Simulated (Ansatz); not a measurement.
# KZnF3 (Pm-3m): the host for defect calculations

Aim: the runs on the perfect crystal KZnF3 (Pm-3m) that a defect calculation needs first.

Method: plane-wave PAW DFT, PBEsol; relaxation of the host's cell and atoms, in the first sound run; inputs show where later runs differ, in Ansatz 0.2.0.

### 1. Starting point

The structure is cubic, space group Pm-3m (No. 221). Conventional cell: a = 4.047 Å, b = 4.047 Å, c = 4.047 Å, α = 90.00°, β = 90.00°, γ = 90.00°. Nearest to K lie 12 F at 2.86 Å. Zn has 6 F at 2.02 Å nearest. F has 2 Zn at 2.02 Å and 4 K at 2.86 Å nearest. Farther neighbours and most contacts between anions are not listed.

### 2. Host cell relaxation

Cell and atoms are relaxed together, until forces and stress fall under their thresholds.

Contents of cell/input.yaml:

```yaml
crystal:
  lattice:
    - [4.0474168, 0.0, 0.0]
    - [0.0, 4.0474168, 0.0]
    - [0.0, 0.0, 4.0474168]
  atoms:
    - { symbol: K, position: [0.0, 0.0, 0.0] }
    - { symbol: Zn, position: [0.5, 0.5, 0.5] }
    - { symbol: F, position: [0.0, 0.5, 0.5] }
    - { symbol: F, position: [0.5, 0.0, 0.5] }
    - { symbol: F, position: [0.5, 0.5, 0.0] }
basis:
  ecutwfc: 420
  xc_grid: 2
hamiltonian:
  xc: pbesol
kpoints:
  mp_grid: { grid: [7, 7, 7] }
scf:
  occupations: { method: fixed }
  max_iter: 100
relax:
  f_tol: 0.005
  max_steps: 60
  cell: {}
output:
  forces: true
  stress: true
checkpoint:
  write: "../cell.run"
  compress: false
  write_wavefunctions: false
  write_every: 100000
```

Started as:

```
ansatz run input.yaml --threads 4 --pin off --max-ram 6594MiB --backend cpu --events-out ev --progress --plain --runs-dir out
```

Numbers of over 12 decimals in the logs are rounded to 6 here.

The log of the run:

```text
[... repeated set-up lines and file paths are left out, and long positions are rounded to six places ...]
Engine: ansatz 0.2.0, aarch64-unknown-linux-gnu
Pseudopotentials: kind: paw
Pseudopotential: K, paw, valence charge 9, recommended cutoff 420 eV (normal), K.paw.azcp
Pseudopotential: Zn, paw, valence charge 12, recommended cutoff 420 eV (normal), Zn.paw.azcp
Pseudopotential: F, paw, valence charge 7, recommended cutoff 420 eV (normal), F.paw.azcp
Functional definition: PBEsol
  exchange = pbesol_x
  correlation = pbesol_c
Crystal: 5 atoms, lattice volume = 66.303 Å³
Basis set: ecut = 420 eV, 1309 PW (Γ), exchange–correlation on 60×60×60 points (8 copies of the dense FFT grid, shifted against one another)
Bands: 26, of which v1, the nominal top of the filled ones, is band 21 counted from 1 (20 counted from 0)
Symmetry: 48 space group operations
Space group: Pm-3m (ITA 221), of the structure as read, at distance tolerance 4.0e-5 Å
k-points: 20 of 343
Non-local potential: K, projectors of the file, l = 0: 3, l = 1: 2, l = 2: 2
Non-local potential: Zn, projectors of the file, l = 0: 2, l = 1: 2, l = 2: 3, l = 3: 1
Non-local potential: F, projectors of the file, l = 0: 2, l = 1: 2, l = 2: 1
PAW form: soft (Blöchl's): semilocal exchange-correlation on the pseudo side does not see the compensation charge
PAW frozen core: K, regenerated for the run's functional, and the local potential with it (the file was generated under x = pbe(κ = 0.804, μ = 0.219515), c = pbe(β = 0.066725))
PAW frozen core: Zn, regenerated for the run's functional, and the local potential with it (the file was generated under x = pbe(κ = 0.804, μ = 0.219515), c = pbe(β = 0.066725))
PAW frozen core: F, regenerated for the run's functional, and the local potential with it (the file was generated under x = pbe(κ = 0.804, μ = 0.219515), c = pbe(β = 0.066725))
PAW one-centre angular grid: K, 110 points (default); XC on 64 Gauss nodes
PAW one-centre angular grid: Zn, 590 points (default); XC on 64 Gauss nodes
PAW one-centre angular grid: F, 110 points (default); XC on 64 Gauss nodes
Initial density: superposition of atomic densities (neutral atoms: chi_scale 0, normalization atom), corrected by the library's trained network
Initial wavefunctions: pseudopotential atomic-orbital guess
Functional: x = pbesol(κ = 0.804, μ = 0.123457), c = pbesol(β = 0.046)
SCF iter   1: F=—  HF=-7202.679438 eV  |F-HF|=—  |Δ(HF+E_count)|=         —  Δρ=1.48e-2  dr2=9.09e-2  ethr=1.77e-3  ⟨swp⟩=4.3  Hψ=2234  notcnv=0  defer=39
preconditioner: auto → Resta (q_TF=auto, 2.528 Å⁻¹)  ε∞=4.0  [insulator: Δε(μ)=3.698 eV  Ē_g=17.041 eV  n_scr=18 (ndim 8)  ℏωp=29.6 eV  f_vac=0.047  ε∞_Penn≈4.0]
SCF iter   2: F=—  HF=-7202.652349 eV  |F-HF|=—  |Δ(HF+E_count)|=   2.71e-2  Δρ=2.53e-3  dr2=1.64e-3  ethr=2.16e-4  ⟨swp⟩=2.0  Hψ=1101  notcnv=0  defer=53
SCF iter   3: F=—  HF=-7202.652225 eV  |F-HF|=—  |Δ(HF+E_count)|=   1.24e-4  Δρ=1.09e-3  dr2=5.09e-4  ethr=3.90e-6  ⟨swp⟩=2.3  Hψ=845  notcnv=0  defer=36
automatic band count: iteration 3 solves 25 bands in place of 26: the levels show a gap, and the empty bands left out lie too high to hold charge; the band table lists the bands solved (type scf.n_extra_bands for more)
SCF iter   4: F=—  HF=-7202.652306 eV  |F-HF|=—  |Δ(HF+E_count)|=   8.13e-5  Δρ=4.22e-4  dr2=7.22e-5  ethr=1.21e-6  ⟨swp⟩=2.9  Hψ=944  notcnv=0  defer=35
SCF iter   5: F=—  HF=-7202.652322 eV  |F-HF|=—  |Δ(HF+E_count)|=   1.56e-5  Δρ=1.03e-4  dr2=5.74e-6  ethr=1.72e-7  ⟨swp⟩=2.0  Hψ=764  notcnv=0
SCF iter   6: F=—  HF=-7202.652329 eV  |F-HF|=—  |Δ(HF+E_count)|=   7.51e-6  Δρ=2.82e-5  dr2=6.50e-7  ethr=1.37e-8  ⟨swp⟩=2.0  Hψ=829  notcnv=0  defer=15
SCF iter   7: F=-7202.652330 eV  HF=-7202.652330 eV  |F-HF|=1.09e-8  |Δ(HF+E_count)|=   8.16e-7  Δρ=5.03e-6  dr2=3.01e-8  ethr=2.38e-10  ⟨swp⟩=4.0  Hψ=1768  notcnv=0
SCF 1 converged in 7 iterations: F = -7202.652330 eV  dr2 = 3.01e-8
  greatest PAW one-centre occupation: 0.994 electrons in one spin orbital (limit 2), on the Zn atom at site 1 (counted from 0), in its partial waves of l = 2
relax step   1: F+E_penalty+E_count = -7202.65233022 eV  Δ(F+E_penalty+E_count) = +0.000e0 eV  max|allowed force component| = 5.714e-29 eV/Å  Δτ_max = 0.0000 Å  P = +0.295 GPa  Ω = 66.303 Å³  (7 SCF iters, dr2 threshold 1.00e-7 eV, accepted)
[... the SCF cycles and remarks between the steps are left out from here to the last step ...]
relax step   2: F+E_penalty+E_count = -7202.65194080 eV  Δ(F+E_penalty+E_count) = +3.894e-4 eV  max|allowed force component| = 1.049e-29 eV/Å  Δτ_max = 0.0000 Å  P = +0.116 GPa  Ω = 66.437 Å³  energy of the carried Pulay correction = -5.613e-4 eV  (4 SCF iters, dr2 threshold 2.18e-7 eV, accepted)
relax step   3: F+E_penalty+E_count = -7202.65160718 eV  Δ(F+E_penalty+E_count) = +3.336e-4 eV  max|allowed force component| = 7.520e-30 eV/Å  Δτ_max = 0.0000 Å  P = +0.001 GPa  Ω = 66.524 Å³  energy of the carried Pulay correction = -9.267e-4 eV  (5 SCF iters, dr2 threshold 3.39e-8 eV, accepted)
Initial wavefunctions: pseudopotential atomic-orbital guess (no wavefunctions were taken with the density)
iter 1 solved again at ethr=1.19e-8 eV; its pass at ethr=3.10e-3 eV (dr2=5.00e-6 eV) is discarded
SCF iter   1: F=—  HF=-7202.652875 eV  |F-HF|=—  |Δ(HF+E_count)|=         —  Δρ=4.80e-5  dr2=2.05e-7  ethr=1.19e-8  ⟨swp⟩=3.0  Hψ=3602  notcnv=0  defer=49
SCF iter   2: F=—  HF=-7202.652899 eV  |F-HF|=—  |Δ(HF+E_count)|=   2.41e-5  Δρ=2.41e-5  dr2=8.44e-8  ethr=4.88e-10  ⟨swp⟩=2.0  Hψ=900  notcnv=0  defer=36
SCF iter   3: F=—  HF=-7202.652899 eV  |F-HF|=—  |Δ(HF+E_count)|=   5.00e-8  Δρ=6.33e-6  dr2=4.27e-9  ethr=2.01e-10  ⟨swp⟩=2.0  Hψ=756  notcnv=0  defer=36
SCF iter   4: F=—  HF=-7202.652899 eV  |F-HF|=—  |Δ(HF+E_count)|=   1.75e-9  Δρ=1.02e-6  dr2=4.25e-10  ethr=1.02e-11  ⟨swp⟩=2.0  Hψ=900  notcnv=0  defer=36
SCF iter   5: F=—  HF=-7202.652899 eV  |F-HF|=—  |Δ(HF+E_count)|=  1.22e-10  Δρ=3.39e-7  dr2=3.98e-11  ethr=1.00e-12  ⟨swp⟩=2.4  Hψ=1804  notcnv=0
SCF iter   6: F=-7202.652899 eV  HF=-7202.652899 eV  |F-HF|=6.37e-12  |Δ(HF+E_count)|=  1.44e-10  Δρ=1.99e-7  dr2=1.18e-11  ethr=1.00e-12  ⟨swp⟩=4.0  Hψ=1707  notcnv=0
SCF 4 converged in 6 iterations: F = -7202.652899 eV  dr2 = 1.18e-11
relax step   4: F+E_penalty+E_count = -7202.65289906 eV  Δ(F+E_penalty+E_count) = -1.292e-3 eV  max|allowed force component| = 8.559e-30 eV/Å  Δτ_max = 0.0000 Å  P = +0.027 GPa  Ω = 66.524 Å³  stress off target by 2.69e-2 GPa  SCF on the basis re-selected at this cell (its energy is not comparable with the rows above)  (6 SCF iters)
basis re-selected at this cell: Δ(F+E_penalty+E_count) = -1.292e-3 eV, ΔP = +0.026 GPa vs the last step (what re-selecting the basis moved, of the pressure what is left beyond the Pulay correction that the steps carried, after the strain that the cell walked [...]
SCF converged after 6 iterations
Free energy (F): -7202.652899 eV
Harris-Foulkes:  -7202.652899 eV  (|F-HF|=6.37e-12)
Internal energy: -7202.652899 eV  (E = F + TS)
E sigma→0 (E₀):  -7202.652899 eV
Fermi energy:    3.957858 eV
--- Per-component energies (eV) ---
  E_band       = -153.850937
  E_kinetic    = 1003.896302
  E_local      = -4052.949146  (includes V_loc(G=0)·N_el)
  E_nonlocal   = 860.754117
  E_hartree    = 1595.880447
  E_xc         = -503.783737
  E_vxc        = -519.002256  (∫ρ·V_xc dr)
  E_paw        = -3142.746447  (= ΣΔE_a)
  E_vpaw       = -638.316532  (= ΣTr[D̂ρ^β])
  E_aug_tail   = 0.005705  (compensation charges beyond the density's cutoff)
  E_ewald      = -2964.742709
  E_core_change = 1.032568  (= ΣΔE_core)
  E_smearing   = -0.000000  (= −TS)
  E_closure    = 0.000000  (closes the sum)
  Σ components = -7202.652899   (vs F -7202.652899, Δ=0.00e0)
--- Forces (eV/Å), atoms counted from 1 ---
  atom   1  K     -0.00000000     0.00000000     0.00000000
  atom   2  Zn     0.00000000     0.00000000     0.00000000
  atom   3  F      0.00000000     0.00000000    -0.00000000
  atom   4  F      0.00000000     0.00000000     0.00000000
  atom   5  F      0.00000000     0.00000000    -0.00000000
  max |Σ_I F_I| component: 1.56e-29 eV/Å
--- Stress (GPa, compression-positive) ---
        0.026895      -0.000000       0.000000
       -0.000000       0.026895       0.000000
        0.000000       0.000000       0.026895
  P = ⅓ Tr σ = 0.0269 GPa (0.269 kbar)
--- Relaxed structure (3 steps of the walk, 3 accepted, 1 SCFs on fresh bases) ---
  F+E_penalty+E_count = -7202.65289906 eV   max|allowed force component| = 8.559e-30 eV/Å   (the final SCF, on the basis selected at the relaxed cell)
  cell:  # Å, volume = 66.5244 Å³
    - [4.051914, 0, 0]
    - [0, 4.051914, 0]
    - [0, 0, 4.051914]
  atoms:
    - { symbol: K, position: [0, 0, 0] }
    - { symbol: Zn, position: [0.5, 0.5, 0.5] }
    - { symbol: F, position: [0, 0.5, 0.5] }
    - { symbol: F, position: [0.5, 0, 0.5] }
    - { symbol: F, position: [0.5, 0.5, 0] }
```

Run time: 2.4 s. Hardware: 4 threads of Arm Neoverse V1, shared host; peak memory 0.38 GiB; 8.1 s of CPU time.

Step by step:

| step | energy less that of the first step (eV) | largest force component (eV/Å) | pressure (GPa) | volume (Å³) |
| --- | --- | --- | --- | --- |
| 1 | 0.0000 | 0.0000 | 0.30 | 66.30 |
| 2 | 0.0004 | 0.0000 | 0.12 | 66.44 |
| 3 | 0.0007 | 0.0000 | 0.00 | 66.52 |
| 4* | -0.0006 | 0.0000 | 0.03 | 66.52 |

Relaxation steps marked * repeat the geometry before them on a plane-wave basis chosen anew for their cell, so energy and pressure can jump there.

The run keeps the 48 symmetry operations that it works with, so distortions that break them were not tested.

| conventional cell, symmetrised | before | after | change |
| --- | --- | --- | --- |
| a (Å) | 4.047 | 4.052 | +0.1 % |
| b (Å) | 4.047 | 4.052 | +0.1 % |
| c (Å) | 4.047 | 4.052 | +0.1 % |
| volume (Å³/atom) | 13.26 | 13.30 | +0.3 % |

Final coordinates:

```xyz
5
Lattice="4.0519 0.0000 0.0000 0.0000 4.0519 0.0000 0.0000 0.0000 4.0519" Properties=species:S:1:pos:R:3 pbc="T T T"
K     0.0000    0.0000    0.0000
Zn    2.0260    2.0260    2.0260
F     0.0000    2.0260    2.0260
F     2.0260    0.0000    2.0260
F     2.0260    2.0260    0.0000
```

This step gave:

| Property | Result |
| --- | --- |
| pressure | 0.02690 GPa |

The cell grew by 0.3 % in volume.

### 3. Dielectric tensors of the host

The response to a uniform electric field gives the electronic dielectric tensor.

This step: plane-wave PAW DFPT, PBEsol; dielectric tensors, Born charges and zone-centre modes of the host (Ansatz 0.2.0).

Contents of eps/input.yaml:

```yaml
crystal:
  lattice:
    - [4.0519144947, 0.0, 0.0]
    - [0.0, 4.0519144947, 0.0]
    - [0.0, 0.0, 4.0519144947]
  atoms:
    - { symbol: K, position: [0.0, 0.0, 0.0] }
    - { symbol: Zn, position: [0.5, 0.5, 0.5] }
    - { symbol: F, position: [0.0, 0.5, 0.5] }
    - { symbol: F, position: [0.5, 0.0, 0.5] }
    - { symbol: F, position: [0.5, 0.5, 0.0] }
basis:
  ecutwfc: 420
hamiltonian:
  xc: pbesol
kpoints:
  mp_grid: { grid: [6, 6, 6] }
scf:
  occupations: { method: fixed }
  max_iter: 100
phonons:
  method: dfpt
  dielectric: true
  rigid_motions: translations
```

The log of the run:

```text
[...]
Crystal: 5 atoms, lattice volume = 66.524 Å³
Basis set: ecut = 420 eV, 1309 PW (Γ), exchange–correlation on 60×60×60 points (8 copies of the dense FFT grid, shifted against one another)
Bands: 26, of which v1, the nominal top of the filled ones, is band 21 counted from 1 (20 counted from 0)
Symmetry: 48 space group operations
k-points: 80 of 216 (irreducible under 2 space group operations, time reversal used)
[...]
SCF iter   1: F=—  HF=-7202.680222 eV  |F-HF|=—  |Δ(HF+E_count)|=         —  Δρ=1.48e-2  dr2=9.10e-2  ethr=1.77e-3  ⟨swp⟩=4.5  Hψ=8946  notcnv=0  defer=162
[...]
SCF iter   9: F=-7202.653112 eV  HF=-7202.653112 eV  |F-HF|=5.00e-11  |Δ(HF+E_count)|=  4.35e-10  Δρ=3.04e-7  dr2=3.36e-11  ethr=1.00e-12  ⟨swp⟩=11.0  Hψ=12908  notcnv=0
SCF 1 converged in 9 iterations: F = -7202.653112 eV  dr2 = 3.36e-11
[...]
DFPT response loops at Γ: preconditioner auto → none (the input reference at scf.mixing.eps_inf says where Resta's filter doesn't serve); β = 0.50; Broyden in place of MSR1
SCF converged after 9 iterations
Free energy (F): -7202.653112 eV
[...]
Internal energy: -7202.653112 eV  (E = F + TS)
E sigma→0 (E₀):  -7202.653112 eV
Fermi energy:    4.070562 eV
[...]
--- Band table (eV; the first three rows and the last of 80) ---
[...]
[... further k-points left out ...]
--- Phonons (Γ-DFPT): 4 representative perturbations + reference, on 80 of 216 k-points (Σ response iterations 13) ---
  k mesh reduced under 2 symmetry operations, with k and −k counted as one. Each operation leaves every solved perturbation unchanged. A smaller set is not considered because the run solves the response to a homogeneous field
  ASR residual: 9.811e-5 → 0.000e0 eV/Å²; symmetrization residual: 8.241e-6 eV/Å²
  ASR residual per site (eV/Å²): 9.81e-5 6.51e-6 1.09e-5 1.09e-5 1.09e-5
  Γ frequencies (cm⁻¹): 0.00 0.00 0.00 118.55 118.55 118.55 145.39 145.39 145.39 178.22 178.22 178.22 412.62 412.62 412.62
  ε∞ (high-frequency dielectric tensor):
        2.428201    -0.000000     0.000000
       -0.000000     2.428201     0.000000
       -0.000000     0.000000     2.428201
  ε⁰ (static dielectric tensor: ions relaxed, cell fixed):
        9.938616    -0.000000     0.000000
       -0.000000     9.938616     0.000000
        0.000000     0.000000     9.938616
  ε⁰ − ε∞ (ionic part):
        7.510414    -0.000000     0.000000
       -0.000000     7.510414     0.000000
        0.000000     0.000000     7.510414
  softest optical mode at Γ: 118.55 cm⁻¹; the repairs (sum rule, projections) moved no ω² at Γ by more than (1.57 cm⁻¹)²
  Born effective charges Z* (e; rows j = field, columns β = displacement):
    site 0:
         1.20020    0.00000   -0.00000
        -0.00000    1.20020    0.00000
         0.00000   -0.00000    1.20020
    site 1:
         2.31842    0.00000    0.00000
         0.00000    2.31842    0.00000
         0.00000   -0.00000    2.31842
    site 2:
        -1.73309   -0.00000    0.00000
         0.00000   -0.89277    0.00000
         0.00000   -0.00000   -0.89277
    site 3:
        -0.89277   -0.00000   -0.00000
         0.00000   -1.73309   -0.00000
         0.00000   -0.00000   -0.89277
    site 4:
        -0.89277    0.00000   -0.00000
        -0.00000   -0.89277   -0.00000
         0.00000    0.00000   -1.73309
  Z* charge neutrality: 1.775e-5 e pre-enforcement
  k-mesh period / interband length: 24.3 Å / 1.05 Å = 23.17 at k = (0.0000, 0.0000, 0.0000), direct gap 5.525 eV — 14 or more, which is no proof of convergence
  optical modes at Γ without the LO–TO term, one row a degenerate level:
      ω (cm⁻¹)  modes    IR ((D/Å)²/amu)
        118.55      3             4.3816
        145.39      3             0.0000
        178.22      3            10.5399
        412.62      3            10.0681
  optical modes at Γ + LO–TO along q̂ = [1.0000, 0.0000, 0.0000]:
      ω (cm⁻¹)  modes    IR ((D/Å)²/amu)
        118.55      2             2.9211
        134.74      1             0.0542
        145.39      3             0.0000
        178.22      2             7.0266
        270.01      1             2.0117
        412.62      2             6.7121
        484.76      1             6.2640
  optical modes at Γ + LO–TO along q̂ = [0.0000, 1.0000, 0.0000]:
      ω (cm⁻¹)  modes    IR ((D/Å)²/amu)
        118.55      2             2.9211
        134.74      1             0.0542
        145.39      3             0.0000
        178.22      2             7.0266
        270.01      1             2.0117
        412.62      2             6.7121
        484.76      1             6.2640
  optical modes at Γ + LO–TO along q̂ = [0.0000, 0.0000, 1.0000]:
      ω (cm⁻¹)  modes    IR ((D/Å)²/amu)
        118.55      2             2.9211
        134.74      1             0.0542
        145.39      3             0.0000
        178.22      2             7.0266
        270.01      1             2.0117
        412.62      2             6.7121
        484.76      1             6.2640
```

The job ended after 30 s (4 threads; peak memory 0.84 GiB).

In the SCF lines HF is the Harris–Foulkes energy and dr2 the Hartree energy of the density residual, in eV; the loop may stop once dr2 is under the threshold and the program's other checks hold. Hψ counts applications of the Hamiltonian.

Electronic dielectric tensor:

```
2.43 0.00 0.00
0.00 2.43 0.00
0.00 0.00 2.43
```

Static dielectric tensor:

```
9.94 0.00 0.00
0.00 9.94 0.00
0.00 0.00 9.94
```

The electronic dielectric tensor is isotropic, 2.43. The static dielectric tensor is isotropic, 9.94.

### 4. Summary of results

```json
{
 "primitive cell vectors, lengths": "4.052, 4.052, 4.052 Å",
 "electronic dielectric constant": "2.43",
 "static dielectric constant": "9.94",
 "gap on the k-mesh of the response run (PBEsol)": "3.71 eV"
}
```

The k-mesh can miss the band edges, so this gap is an upper bound at this level. All at zero temperature.

[Logs are printed without paths, hosts, clocks, repeated set-up lines and the standing remarks that a program may print on its own settings, such as how far it seeks lower states.]

[Hosts, paths, dates, database ids (printed as entryN), source tags and the programs' standing remarks are cut or masked in the printed files.]

[Runs of the host that timed out are not shown.]

[For some hosts the program warned that the k-mesh of the response run may be too coarse for force constants and the static dielectric constant; such warnings are not always shown.]
